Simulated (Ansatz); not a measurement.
# CdO (Monteponite) (Fm-3m) in Ansatz: settings compared

One crystal, CdO (Monteponite), is run at these levels: RPBE, revPBE; tasks: band structure, single point, equation of state.

Program: Ansatz 0.2.0. These are calculated values, not measurements. Logs are shortened: lines on timing, memory, paths and dates and some standing lists are left out, and cuts for length are marked.

### Step 1. Starting point

The structure is cubic, space group Fm-3m (No. 225). Conventional cell: a = 4.699 Å, b = 4.699 Å, c = 4.699 Å, α = 90.00°, β = 90.00°, γ = 90.00°. Around Cd (site symmetry m-3m) lie 6 O at 2.35 Å. Around O (site symmetry m-3m) lie 6 Cd at 2.35 Å.

### Step 2. Band structure, RPBE

Input file input.yaml:

```yaml
crystal:
  lattice:
    - [0.0, 2.3495, 2.3495]
    - [2.3495, 0.0, 2.3495]
    - [2.3495, 2.3495, 0.0]
  atoms:
    - { symbol: Cd, position: [0.0, 0.0, 0.0] }
    - { symbol: O, position: [0.5, 0.5, 0.5] }
hamiltonian:
  xc: rpbe
  pseudopotentials: { kind: paw }
kpoints:
  mp_grid: { grid: [10, 10, 10] }
  band_path:
    path:
      - [[0.0, 0.0, 0.0], [0.5, 0.0, 0.5], [0.5, 0.25, 0.75], [0.375, 0.375, 0.75], [0.0, 0.0, 0.0], [0.5, 0.5, 0.5], [0.625, 0.25, 0.625], [0.5, 0.25, 0.75], [0.5, 0.5, 0.5], [0.375, 0.375, 0.75]]
      - [[0.625, 0.25, 0.625], [0.5, 0.0, 0.5]]
    npoints: 14
scf:
  occupations: { method: fermi_dirac, width: 0.05 }
  n_extra_bands: 6
output:
  forces: true
  stress: true
  eigenvalues: true
  fatbands: false
  write_density: true
  write_potential: true
  elf: true
  volumetric_format: npy
```

Potentials or basis: Ansatz PAW.

Command:

```
$ ansatz run input.yaml --threads 2 --pin off --max-ram 5120MiB --backend cpu --events-out ev --progress --plain --runs-dir out
```

What it wrote:

```text
Warning: RAYON_NUM_THREADS=2 ignored (pool sized by the plan → 2); use --threads N
scf.n_extra_bands = 6 over 13 filled bands (N_el = 26.0): the run solves 19 bands
Engine: ansatz 0.2.0, aarch64-unknown-linux-gnu
Pseudopotentials: kind: paw
Pseudopotential: Cd, paw, valence charge 20, recommended cutoff 420 eV (normal), Cd.paw.azcp
Pseudopotential: O, paw, valence charge 6, recommended cutoff 420 eV (normal), O.paw.azcp
Functional definition: RPBE
  parameter kappa = 0.804
  parameter beta = 0.06672455060314922
  exchange = rpbe_x(kappa = kappa, mu = beta*pi^2/3)
  correlation = pbe_c(beta = beta)
Crystal: 2 atoms, lattice volume = 25.939 Å³
Basis set: ecut = 420 eV, 531 PW (Γ), exchange–correlation on 48×48×48 points (8 copies of the dense FFT grid, shifted against one another)
Bands: 19, of which v1, the nominal top of the filled ones, is band 13 counted from 1 (12 counted from 0)
Symmetry: 48 space group operations
Space group: Fm-3m (ITA 225), of the structure as read, at distance tolerance 3.0e-5 Å
k-points: 47 of 1000
Non-local potential: Cd, projectors of the file, l = 0: 3, l = 1: 2, l = 2: 2, l = 3: 1
Non-local potential: O, projectors of the file, l = 0: 2, l = 1: 2, l = 2: 1
PAW form: soft (Blöchl's): semilocal exchange-correlation on the pseudo side does not see the compensation charge
PAW frozen core: Cd, regenerated for the run's functional, and the local potential with it (the file was generated under x = pbe(κ = 0.804, μ = 0.2195149727645171), c = pbe(β = 0.06672455060314922))
PAW frozen core: O, regenerated for the run's functional, and the local potential with it (the file was generated under x = pbe(κ = 0.804, μ = 0.2195149727645171), c = pbe(β = 0.06672455060314922))
PAW one-centre angular grid: Cd, 590 points (default); XC on 64 Gauss nodes
PAW one-centre angular grid: O, 110 points (default); XC on 64 Gauss nodes
Initial density: superposition of atomic densities (neutral atoms: chi_scale 0, normalization atom), corrected by the library's trained network
Initial wavefunctions: pseudopotential atomic-orbital guess
Functional: x = rpbe, c = pbe(β = 0.06672455060314922)
SCF iter   1: F=—  HF=-8831.346808 eV  |F-HF|=—  |Δ(HF+E_count)|=         —  Δρ=6.38e-3  dr2=8.62e-3  ethr=1.77e-3  ⟨swp⟩=5.3  Hψ=3991  notcnv=0  defer=5
preconditioner: auto → none  [insulator: Δε(μ)=0.708 eV  Ē_g=18.740 eV  σ=0.050 eV  W_gap=0.96  n_scr=14 (ndim 8)  ℏωp=30.9 eV  f_vac=0.000  D(μ)=0.04/eV (n_scr^D=0)  ε∞_Penn≈3.7]
SCF iter   2: F=—  HF=-8831.344926 eV  |F-HF|=—  |Δ(HF+E_count)|=   1.88e-3  Δρ=2.14e-3  dr2=1.16e-3  ethr=3.32e-5  ⟨swp⟩=2.4  Hψ=1768  notcnv=0  defer=61
SCF iter   3: F=—  HF=-8831.344774 eV  |F-HF|=—  |Δ(HF+E_count)|=   1.53e-4  Δρ=7.47e-4  dr2=1.22e-4  ethr=4.45e-6  ⟨swp⟩=1.5  Hψ=859  notcnv=0  defer=61
SCF iter   4: F=—  HF=-8831.344762 eV  |F-HF|=—  |Δ(HF+E_count)|=   1.14e-5  Δρ=9.22e-5  dr2=9.91e-7  ethr=4.70e-7  ⟨swp⟩=1.7  Hψ=951  notcnv=0  defer=61
SCF iter   5: F=—  HF=-8831.344768 eV  |F-HF|=—  |Δ(HF+E_count)|=   5.10e-6  Δρ=9.06e-6  dr2=6.91e-9  ethr=3.81e-9  ⟨swp⟩=2.4  Hψ=1234  notcnv=0  defer=61
SCF iter   6: F=-8831.344768 eV  HF=-8831.344768 eV  |F-HF|=2.80e-10  |Δ(HF+E_count)|=   9.34e-9  Δρ=1.57e-6  dr2=5.25e-10  ethr=2.66e-11  ⟨swp⟩=7.4  Hψ=4934  notcnv=0
SCF 1 converged in 6 iterations: F = -8831.344768 eV  dr2 = 5.25e-10
NSCF: frozen V_eff on 142 k-points
SCF converged after 6 iterations
Free energy (F): -8831.344768 eV
Harris-Foulkes:  -8831.344768 eV  (|F-HF|=2.80e-10)
Internal energy: -8831.344232 eV  (E = F + TS)
E sigma→0 (E₀):  -8831.344500 eV
Entropy (-TS):   -0.000535 eV (-0.268 meV/atom)
Fermi energy:    13.013636 eV
--- Per-component energies (eV) ---
  E_band       = -348.498265
  E_kinetic    = 680.676722
  E_local      = -3035.659227  (includes V_loc(G=0)·N_el)
  E_nonlocal   = 82.083901
  E_hartree    = 1409.217939
  E_xc         = -251.065648
  E_vxc        = -315.840968  (∫ρ·V_xc dr)
  E_paw        = -4252.867133  (= ΣΔE_a)
  E_vpaw       = -578.195392  (= ΣTr[D̂ρ^β])
  E_aug_tail   = 0.002367  (compensation charges beyond the density's cutoff)
  E_ewald      = -3463.600073
  E_core_change = -0.133081  (= ΣΔE_core)
  E_smearing   = -0.000535  (= −TS)
  E_closure    = 0.000000  (closes the sum)
  Σ components = -8831.344768   (vs F -8831.344768, Δ=0.00e0)
--- Forces (eV/Å), atoms counted from 1 ---
  atom   1  Cd    -0.00000000     0.00000000    -0.00000000
  atom   2  O      0.00000000    -0.00000000    -0.00000000
  max |Σ_I F_I| component: 1.56e-29 eV/Å
--- Stress (GPa, compression-positive) ---
       10.617248       0.000000       0.000000
       -0.000000      10.617248      -0.000000
        0.000000       0.000000      10.617248
  P = ⅓ Tr σ = 10.6172 GPa (106.172 kbar)
--- Band table (eV; the first three rows and the last of 47) ---
  k-point 0: bands = ["-87.5929", "-48.6872", "-48.6872", "-48.6872", "-4.5790", "6.1210", "6.1210", "6.1210", "6.4261", "6.4261", "11.5031", "11.5031", "11.5031", "12.5193", "27.4746", "29.9579", "29.9579", "29.9579", "31.1680"]
  k-point 1: bands = ["-87.5928", "-48.6888", "-48.6874", "-48.6874", "-4.5116", "6.0815", "6.1374", "6.1374", "6.3592", "6.3592", "10.6530", "11.6420", "11.6420", "13.5195", "26.4249", "29.1275", "29.1275", "29.2104", "31.4114"]
  k-point 2: bands = ["-87.5925", "-48.6929", "-48.6881", "-48.6881", "-4.3293", "5.9329", "6.0252", "6.0252", "6.3607", "6.3607", "9.7435", "11.9906", "11.9906", "14.8951", "24.2216", "27.5911", "27.5911", "29.2611", "31.9909"]
  k-point 46: bands = ["-87.5916", "-48.6996", "-48.6969", "-48.6938", "-3.8621", "5.8736", "6.0078", "6.1656", "6.8017", "7.0107", "9.5784", "10.1395", "10.9740", "18.6959", "21.6601", "22.1828", "24.0320", "30.1084", "32.7710"]
```

Wall time 1.6 s (2 threads of Arm Neoverse V1, shared host); peak memory 0.3 GiB.

Results:

- Free energy: -8831.3448 eV
- Pressure: 10.6 GPa
- Band gap on the k mesh: none (metal or under the smearing width)

Levels at the corners of the path, in eV from the Fermi level:
| point | band 11 | band 12 | band 13 | band 14 | band 15 | band 16 |
| --- | --- | --- | --- | --- | --- | --- |
| Γ | -1.51 | -1.51 | -1.51 | -0.49 | 14.46 | 16.94 |
| X | -4.44 | -2.46 | -2.46 | 3.87 | 8.45 | 11.14 |
| W | -3.13 | -3.13 | -2.01 | 5.96 | 8.85 | 8.85 |
| K | -3.53 | -3.01 | -1.42 | 5.40 | 8.54 | 8.55 |
| Γ | -1.51 | -1.51 | -1.51 | -0.49 | 14.46 | 16.94 |
| L | -3.95 | -0.16 | -0.16 | 4.37 | 7.25 | 11.83 |
| U | -3.53 | -3.01 | -1.42 | 5.40 | 8.54 | 8.55 |
| W | -3.13 | -3.13 | -2.01 | 5.96 | 8.85 | 8.85 |
| L | -3.95 | -0.16 | -0.16 | 4.37 | 7.25 | 11.83 |
| K | -3.53 | -3.01 | -1.42 | 5.40 | 8.54 | 8.55 |
| U | -3.53 | -3.01 | -1.42 | 5.40 | 8.54 | 8.55 |
| X | -4.44 | -2.46 | -2.46 | 3.87 | 8.45 | 11.14 |

Caveat: the pressure holds a Pulay correction of +0.5 GPa for the finite cutoff; the PAW data sets come from PBE, with cores solved anew for the run's functional, which leaves a small shift of forces and pressure; this crystal is a semiconductor, whose small gap the functional closes, so the metal is an error of the method.

### Step 3. Single point, revPBE, 12.19 Å³/atom (volume scaled by 0.94)

Input file input.yaml:

```yaml
crystal:
  lattice:
    - [0.0, 2.3015375624, 2.3015375624]
    - [2.3015375624, 0.0, 2.3015375624]
    - [2.3015375624, 2.3015375624, 0.0]
  atoms:
    - { symbol: Cd, position: [0.0, 0.0, 0.0] }
    - { symbol: O, position: [0.5, 0.5, 0.5] }
hamiltonian:
  xc: revpbe
  pseudopotentials: { kind: paw }
kpoints:
  mp_grid: { grid: [10, 10, 10] }
scf:
  occupations: { method: fermi_dirac, width: 0.05 }
output:
  forces: true
  stress: true
  eigenvalues: true
```

Potentials or basis: Ansatz PAW.

Command:

```
$ ansatz run input.yaml --threads 2 --pin off --max-ram 5120MiB --backend cpu --events-out ev --progress --plain --runs-dir out
```

Run time: 0.79 s. Hardware: 2 threads of Arm Neoverse V1, shared host; peak memory 0.28 GiB.

The run converged. Its results:

| Property | Result |
| --- | --- |
| Free energy | -8828.3563 eV |
| Pressure | 20.6 GPa |
| Band gap on the k mesh | none (metal or under the smearing width) |

Caveat: the pressure holds a Pulay correction of +0.5 GPa for the finite cutoff; the PAW data sets come from PBE, with cores solved anew for the run's functional, which leaves a small shift of forces and pressure.

### Step 4. Single point, revPBE, 12.45 Å³/atom (volume scaled by 0.96)

Edit input.yaml of step 3 so:

```diff
@@ -2,5 +2,5 @@
   lattice:
-    - [0.0, 2.3015375624, 2.3015375624]
-    - [2.3015375624, 0.0, 2.3015375624]
-    - [2.3015375624, 2.3015375624, 0.0]
+    - [0.0, 2.3177461075, 2.3177461075]
+    - [2.3177461075, 0.0, 2.3177461075]
+    - [2.3177461075, 2.3177461075, 0.0]
   atoms:
@@ -19 +19,5 @@
   eigenvalues: true
+  write_density: true
+  write_potential: true
+  elf: true
+  volumetric_format: npy
```

Command:

```
$ ansatz run input.yaml --threads 2 --pin off --max-ram 5120MiB --backend cpu --events-out ev --progress --plain --runs-dir out
```

Wall time 1 s (2 threads of Arm Neoverse V1, shared host); peak memory 0.28 GiB.

It converged, with:

```
Free energy            : -8828.4162 eV
Pressure               : 16.5 GPa
Band gap on the k mesh : none (metal or under the smearing width)
```

Caveat: the pressure holds a Pulay correction of +0.5 GPa for the finite cutoff; the PAW data sets come from PBE, with cores solved anew for the run's functional, which leaves a small shift of forces and pressure.

### Step 5. Single point, revPBE, 12.71 Å³/atom (volume scaled by 0.98)

Input file input.yaml:

```yaml
crystal:
  lattice:
    - [0.0, 2.3337310685, 2.3337310685]
    - [2.3337310685, 0.0, 2.3337310685]
    - [2.3337310685, 2.3337310685, 0.0]
  atoms:
    - { symbol: Cd, position: [0.0, 0.0, 0.0] }
    - { symbol: O, position: [0.5, 0.5, 0.5] }
hamiltonian:
  xc: revpbe
  pseudopotentials: { kind: paw }
kpoints:
  mp_grid: { grid: [10, 10, 10] }
scf:
  occupations: { method: fermi_dirac, width: 0.05 }
output:
  forces: true
  stress: true
  eigenvalues: true
```

Command:

```
$ ansatz run input.yaml --threads 2 --pin off --max-ram 5120MiB --backend cpu --events-out ev --progress --plain --runs-dir out
```

Run time: 0.77 s. Hardware: 2 threads of Arm Neoverse V1, shared host; peak memory 0.28 GiB.

Results (log left out):

```
Free energy            : -8828.4633 eV
Pressure               : 12.7 GPa
Band gap on the k mesh : none (metal or under the smearing width)
```

Caveat: the pressure holds a Pulay correction of +0.5 GPa for the finite cutoff; the PAW data sets come from PBE, with cores solved anew for the run's functional, which leaves a small shift of forces and pressure.

### Step 6. Single point, revPBE, 12.97 Å³/atom

Edit input.yaml of step 5 so:

```diff
@@ -2,5 +2,5 @@
   lattice:
-    - [0.0, 2.3337310685, 2.3337310685]
-    - [2.3337310685, 0.0, 2.3337310685]
-    - [2.3337310685, 2.3337310685, 0.0]
+    - [0.0, 2.3495, 2.3495]
+    - [2.3495, 0.0, 2.3495]
+    - [2.3495, 2.3495, 0.0]
   atoms:
```

Potentials or basis: Ansatz PAW.

Command:

```
$ ansatz run input.yaml --threads 2 --pin off --max-ram 5120MiB --backend cpu --events-out ev --progress --plain --runs-dir out
```

Wall time 0.8 s (2 threads of Arm Neoverse V1, shared host); peak memory 0.28 GiB.

Results (log left out):

| Quantity | Value |
| --- | --- |
| Free energy | -8828.4990 eV |
| Pressure | 9.4 GPa |
| Band gap on the k mesh | none (metal or under the smearing width) |

Caveat: the pressure holds a Pulay correction of +0.5 GPa for the finite cutoff; the PAW data sets come from PBE, with cores solved anew for the run's functional, which leaves a small shift of forces and pressure.

### Step 7. Single point, revPBE, 13.23 Å³/atom (volume scaled by 1.02)

Edit input.yaml of step 6 so:

```diff
@@ -2,5 +2,5 @@
   lattice:
-    - [0.0, 2.3495, 2.3495]
-    - [2.3495, 0.0, 2.3495]
-    - [2.3495, 2.3495, 0.0]
+    - [0.0, 2.3650600561, 2.3650600561]
+    - [2.3650600561, 0.0, 2.3650600561]
+    - [2.3650600561, 2.3650600561, 0.0]
   atoms:
@@ -19 +19,5 @@
   eigenvalues: true
+  write_density: true
+  write_potential: true
+  elf: true
+  volumetric_format: npy
```

Command:

```
$ ansatz run input.yaml --threads 2 --pin off --max-ram 5120MiB --backend cpu --events-out ev --progress --plain --runs-dir out
```

It took 1 s on 2 threads of Arm Neoverse V1, shared host; peak memory 0.28 GiB.

It converged, with:

```yaml
Free_energy: -8828.5244 eV
Pressure: 6.4 GPa
Band_gap_on_the_k_mesh: none (metal or under the smearing width)
```

Caveat: the pressure holds a Pulay correction of +0.5 GPa for the finite cutoff; the PAW data sets come from PBE, with cores solved anew for the run's functional, which leaves a small shift of forces and pressure.

### Step 8. Single point, revPBE, 13.49 Å³/atom (volume scaled by 1.04)

Edit input.yaml of step 7 so:

```diff
@@ -2,5 +2,5 @@
   lattice:
-    - [0.0, 2.3650600561, 2.3650600561]
-    - [2.3650600561, 0.0, 2.3650600561]
-    - [2.3650600561, 2.3650600561, 0.0]
+    - [0.0, 2.3804180193, 2.3804180193]
+    - [2.3804180193, 0.0, 2.3804180193]
+    - [2.3804180193, 2.3804180193, 0.0]
   atoms:
```

Command:

```
$ ansatz run input.yaml --threads 2 --pin off --max-ram 5120MiB --backend cpu --events-out ev --progress --plain --runs-dir out
```

Run time: 1 s. Hardware: 2 threads of Arm Neoverse V1, shared host; peak memory 0.28 GiB.

Results (log left out):

```yaml
Free_energy: -8828.5406 eV
Pressure: 3.7 GPa
Band_gap_on_the_k_mesh: none (metal or under the smearing width)
```

Caveat: the pressure holds a Pulay correction of +0.5 GPa for the finite cutoff; the PAW data sets come from PBE, with cores solved anew for the run's functional, which leaves a small shift of forces and pressure.

### Step 9. Single point, revPBE, 13.75 Å³/atom (volume scaled by 1.06)

Input file input.yaml:

```yaml
crystal:
  lattice:
    - [0.0, 2.3955803263, 2.3955803263]
    - [2.3955803263, 0.0, 2.3955803263]
    - [2.3955803263, 2.3955803263, 0.0]
  atoms:
    - { symbol: Cd, position: [0.0, 0.0, 0.0] }
    - { symbol: O, position: [0.5, 0.5, 0.5] }
hamiltonian:
  xc: revpbe
  pseudopotentials: { kind: paw }
kpoints:
  mp_grid: { grid: [10, 10, 10] }
scf:
  occupations: { method: fermi_dirac, width: 0.05 }
output:
  forces: true
  stress: true
  eigenvalues: true
```

Potentials or basis: Ansatz PAW.

Command:

```
$ ansatz run input.yaml --threads 2 --pin off --max-ram 5120MiB --backend cpu --events-out ev --progress --plain --runs-dir out
```

Run time: 0.78 s. Hardware: 2 threads of Arm Neoverse V1, shared host; peak memory 0.28 GiB.

It converged, with:

```yaml
Free_energy: -8828.5485 eV
Pressure: 1.3 GPa
Band_gap_on_the_k_mesh: none (metal or under the smearing width)
```

Caveat: the pressure holds a Pulay correction of +0.4 GPa for the finite cutoff; the PAW data sets come from PBE, with cores solved anew for the run's functional, which leaves a small shift of forces and pressure.

### Step 10. Equation of state, revPBE

This step only gathers the single runs of the series.

Results:

```yaml
Equilibrium_volume: "13.89 Å³/atom (rough: see the caveat)"
Bulk_modulus: 116 GPa (rough)
```

Energy against volume, from the lowest point:
```tsv
volume (Å³/atom)	energy (meV/atom)
12.191	96.12
12.451	66.18
12.710	42.60
12.970	24.75
13.229	12.07
13.488	3.94
13.748	0.00
```

Caveat: the potentials were made for another functional, which shifts forces and pressure; the minimum lies outside the volumes run.
